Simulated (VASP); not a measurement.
# Si (I4/mmm) in VASP: further runs, part 2 of 2

VASP 6.6.1.

## Step 5: Single point, PBEsol

Input file INCAR:

```
SYSTEM = Si
PREC     = Accurate       ! precision mode
ENCUT    = 700            ! plane-wave cutoff, eV
EDIFF    = 1E-6           ! SCF threshold, eV
ISMEAR   = 0              ! smearing method
SIGMA    = 0.05           ! smearing width, eV
LREAL    = .False.        ! projectors in reciprocal space
LASPH    = .True.         ! aspherical terms in the spheres
NELM     = 100            ! most SCF steps
ALGO     = Normal         ! electronic algorithm
ISIF     = 2              ! what is computed and relaxed
LWAVE    = .False.        ! write WAVECAR
LCHARG   = .False.        ! write CHGCAR
GGA      = PS             ! functional
ADDGRID  = .False.
```

Input file KPOINTS:

```
Automatic mesh
0
Gamma
  4 4 4
  0 0 0
```

Input file POSCAR:

```
Si
1.0
   -1.6269149300      1.6269149300      1.3203298500
    1.6269149300     -1.6269149300      1.3203298500
    1.6269149300      1.6269149300     -1.3203298500
Si
1
Direct
    0.0000000000      0.0000000000      0.0000000000
```

Potentials or basis: VASP PAW PBE potentials, release 64 (Si).

On the command line:

```console
$ cat potpaw_PBE.64/Si/POTCAR > POTCAR
$ mpirun -np 1 vasp_std > vasp.out
```

OUTCAR:

```text
SYSTEM = Si
   PREC = Accurate
   ENCUT = 700
   EDIFF = 1E-6
   ISMEAR = 0
   LREAL = .False.
   LASPH = .True.
   NELM = 100
   ISIF = 2
   GGA = PS

 Found     13 irreducible k-points:

 Following reciprocal coordinates:
            Coordinates               Weight
  0.000000  0.000000  0.000000      1.000000
  0.250000  0.000000 -0.000000      8.000000
  0.500000  0.000000 -0.000000      4.000000
  0.250000  0.250000 -0.000000      8.000000
  0.500000  0.250000 -0.000000     16.000000
 -0.250000  0.250000  0.000000      4.000000
   k-points           NKPTS =     13   k-points in BZ     NKDIM =     13   number of bands    NBANDS=      6
   number of dos      NEDOS =    301   number of ions     NIONS =      1
   total plane-waves  NPLWV =  13824
   dimension x,y,z NGX =    24 NGY =   24 NGZ =   24
   dimension x,y,z NGXF=    48 NGYF=   48 NGZF=   48
   ions per type =               1
   NGX,Y,Z   is equivalent  to a cutoff of  15.04, 15.04, 15.04 a.u.
   NGXF,Y,Z  is equivalent  to a cutoff of  30.08, 30.08, 30.08 a.u.
 SYSTEM =  Si
   PREC   = accura    normal or accurate (medium, high low for compatibility)
   ISTART =      0    job   : 0-new  1-cont  2-samecut
   ICHARG =      2    charge: 1-file 2-atom 10-const
   ISPIN  =      1    spin polarized calculation?
   LNONCOLLINEAR =      F non collinear calculations
   LSORBIT =      F    spin-orbit coupling
   LASPH  =      T    aspherical Exc in radial PAW
   ENCUT  =  700.0 eV  51.45 Ry    7.17 a.u.   5.72  5.72  5.72*2*pi/ulx,y,z
   NELM   =    100;   NELMIN=  2; NELMDL= -5     # of ELM steps
   EDIFF  = 0.1E-05   stopping-criterion for ELM
   LREAL  =      F    real-space projection
   EDIFFG = 0.1E-04   stopping-criterion for IOM
   NSW    =      0    number of steps for IOM
   IBRION =     -1    ionic relax: 0-MD 1-quasi-New 2-CG
   NFREE  =      0    steps in history (QN), initial steepest desc. (CG)
   ISIF   =      2    stress and relaxation
   ISYM   =      2    0-nonsym 1-usesym 2-fastsym
   POTIM  = 0.5000    time-step for ionic-motion
   TEBEG  =    0.0;   TEEND  =   0.0 temperature during run
   PSTRESS=    0.0 pullay stress
   NELECT =       4.0000    total number of electrons
   NUPDOWN=      -1.0000    fix difference up-down
   EMIN   =  10.00;   EMAX   =-10.00  energy-range for DOS
   EFERMI =   0.00;   METHOD = LEGACY
   ISMEAR =     0;   SIGMA  =   0.05  broadening in eV -4-tet -1-fermi 0-gaus
   EFERMI_NEDOS =   21; number of points for ismear=-14 and -15
   IALGO  =     38    algorithm
   IMIX   =      4    mixing-type and parameters
     AMIX     =   0.40;   BMIX     =  1.00
     AMIX_MAG =   1.60;   BMIX_MAG =  1.00
  volume/ion in A,a.u.               =      13.98        94.33
  Fermi-wavevector in a.u.,A,eV,Ry     =   1.078791  2.038620 15.834335  1.163791
  Thomas-Fermi vector in A             =   2.214739
   LORBIT       =      0    0 simple, 1 ext, 2 COOP (PROOUT), +10 PAW based schemes
   GGA     = PS    functional components
   LHFCALC =     F    Hartree Fock is set to
   AEXX    =    0.0000 exact exchange contribution
   IVDW    =     0    specifies the selected vdW correction
   LEPSILON=     F    determine dielectric tensor
   LRPA    =     F    only Hartree local field effects (RPA)
 non-spin polarized calculation
 Gauss-broadening in eV      SIGMA  =   0.05
  energy-cutoff  :      700.00
  volume of cell :       13.98
 maximum number of plane-waves:       592
 NGX is ok and might be reduce to    24
   NGX = 11   NGY = 11   NGZ = 11

 number of electron       4.0000000 magnetization

 Free energy of the ion-electron system (eV)
  ---------------------------------------------------
  ext. energy  EPLUGINS =         0.00000000
  ---------------------------------------------------
  free energy    TOTEN  =        -5.26737107 eV

  energy without entropy =       -5.26456230  energy(sigma->0) =       -5.26596668

 E-fermi :  10.1223     XC(G=0): -11.3767

 val. band max:       10.0984301006   @ k =  -0.2500   0.5000   0.2500
 cond. band min:      10.6519136325   @ k =  -0.2500   0.2500   0.0000
 fundamental gap:      0.5534835319
 Fermi energy:        10.1222769144

 k-point     1 :       0.0000    0.0000    0.0000
  band No.  band energies     occupation
      1      -4.2178      2.00000
      2      20.1213      0.00000
      3      20.6829      0.00000
      4      20.6829      0.00000
      5      23.5007      0.00000
      6      24.4315      0.00000

 k-point     2 :       0.2500    0.0000   -0.0000
  band No.  band energies     occupation
      1      -2.0680      2.00000
      2      14.2714      0.00000
      3      16.2160      0.00000
      4      18.0962      0.00000
      5      19.8091      0.00000
      6      22.3706      0.00000

 k-point     3 :       0.5000    0.0000   -0.0000
  band No.  band energies     occupation
      1       4.0538      2.00000
      2       4.4547      2.00000
      3      15.3504      0.00000
      4      16.8329      0.00000
      5      17.1037      0.00000
      6      19.8414      0.00000

 k-point     4 :       0.2500    0.2500   -0.0000
  band No.  band energies     occupation
      1       2.5972      2.00000
      2       8.6528      2.00000
      3       9.6268      2.00000
      4      15.3284      0.00000
      5      21.3046      0.00000
      6      23.1322      0.00000

 k-point     5 :       0.5000    0.2500   -0.0000
  band No.  band energies     occupation
      1       1.2713      2.00000
      2       7.8995      2.00000
      3      11.2241      0.00000
      4      17.2726      0.00000
      5      21.1191      0.00000
      6      26.7146      0.00000

 k-point     6 :      -0.2500    0.2500    0.0000
  band No.  band energies     occupation
      1      -2.5177      2.00000
      2      10.6519      0.00000
      3      20.9364      0.00000
      4      21.5743      0.00000
      5      22.7293      0.00000
      6      23.4361      0.00000

 [... further k-points ...]
[... 5 lines left out ...]
  --------------------------------------------------------------------------------------
  -------------------------------------------------------------------------------------
  Total        0.1773892      0.1773892     -0.4502380      0.0000000     -0.0000000      0.0000000
  in kB       20.3313243     20.3313243    -51.6036698      0.0000000     -0.0000000      0.0000000
  external PRESSURE =      -3.6470070 kB  Pullay stress =       0.0000000 kB

 VOLUME and BASIS-vectors are now :
 -----------------------------------------------------------------------------
  energy-cutoff  :      700.00
  volume of cell :       13.98
      direct lattice vectors                 reciprocal lattice vectors
    -1.626914930  1.626914930  1.320329850     0.000000000  0.307330144  0.378693249
     1.626914930 -1.626914930  1.320329850     0.307330144  0.000000000  0.378693249
     1.626914930  1.626914930 -1.320329850     0.307330144  0.307330144  0.000000000

 POSITION                                       TOTAL-FORCE (eV/Angst)
 -----------------------------------------------------------------------------------
      0.00000      0.00000      0.00000         0.000000     -0.000000      0.000000
 -----------------------------------------------------------------------------------
    total drift:                                0.000000     -0.000000     -0.000000

  FREE ENERGIE OF THE ION-ELECTRON SYSTEM (eV)
  ---------------------------------------------------
  free  energy   TOTEN  =        -5.2673710699 eV

  energy  without entropy=       -5.2645622953  energy(sigma->0) =       -5.26596668
```

stdout:

```text
POSCAR found type information on POSCAR Si
 POSCAR found :  1 types and       1 ions
 scaLAPACK will be used
 -----------------------------------------------------------------------------
|                                                                             |
|                                                                             |
|     You enforced a specific xc type in the INCAR file but a different       |
|     I HOPE YOU KNOW WHAT YOU ARE DOING!                                     |
|                                                                             |
 -----------------------------------------------------------------------------

 LDA part: xc-table for (Slater+PW92), standard interpolation
 POSCAR, INCAR and KPOINTS ok, starting setup
 FFT: planning ... GRIDC
 FFT: planning ... GRID_SOFT
 FFT: planning ... GRID
 WAVECAR not read
 entering main loop
```

It took 1.3 s on 1 thread of Intel Xeon 6975P-C (Granite Rapids), shared host; peak memory 0.12 GiB.

These settings aren't checked as converged: the numbers below hold their error.

What came out:

```yaml
Free_energy: -5.2674 eV
Pressure: -0.4 GPa
Band_gap_on_the_k_mesh: none (metal or under the smearing width)
```

Caveat: the k mesh is coarse (spacing up to 0.77 Å⁻¹), so the values aren't converged; the PAW data sets were made with another functional, which shifts forces and pressure a little.

## Step 6: Single point, PBEsol

INCAR: that of step 5 with these lines changed.

```diff
@@ -2,3 +2,3 @@
 PREC     = Accurate       ! precision mode
-ENCUT    = 700            ! plane-wave cutoff, eV
+ENCUT    = 450            ! plane-wave cutoff, eV
 EDIFF    = 1E-6           ! SCF threshold, eV
```

Input file KPOINTS:

```
Automatic mesh
0
Gamma
  5 5 5
  0 0 0
```

POSCAR is that of step 5.

Potentials or basis: VASP PAW PBE potentials, release 64 (Si).

On the command line:

```console
$ cat potpaw_PBE.64/Si/POTCAR > POTCAR
$ mpirun -np 1 vasp_std > vasp.out
```

Run time: 1.2 s. Hardware: 1 thread of Intel Xeon 6975P-C (Granite Rapids), shared host; peak memory 0.11 GiB.

These settings aren't checked as converged: the numbers below hold their error.

Results:

| Quantity | Value |
| --- | --- |
| Free energy | -5.2169 eV |
| Pressure | 4.9 GPa |
| Band gap on the k mesh | none (metal or under the smearing width) |

Caveat: the k mesh is coarse (spacing up to 0.61 Å⁻¹), so the values aren't converged; the PAW data sets were made with another functional, which shifts forces and pressure a little.

## Step 7: The reference run

An earlier run on the cell as given: functional PBE; potentials or basis VASP PAW PBE potentials, release 64 (Si); cutoff 520 eV; k mesh 13 × 13 × 13; occupations fermi-dirac, width 0.05 eV; no spin polarisation.

* Pressure: 3.5 GPa
* Band gap on the k mesh: none (metal or under the smearing width)
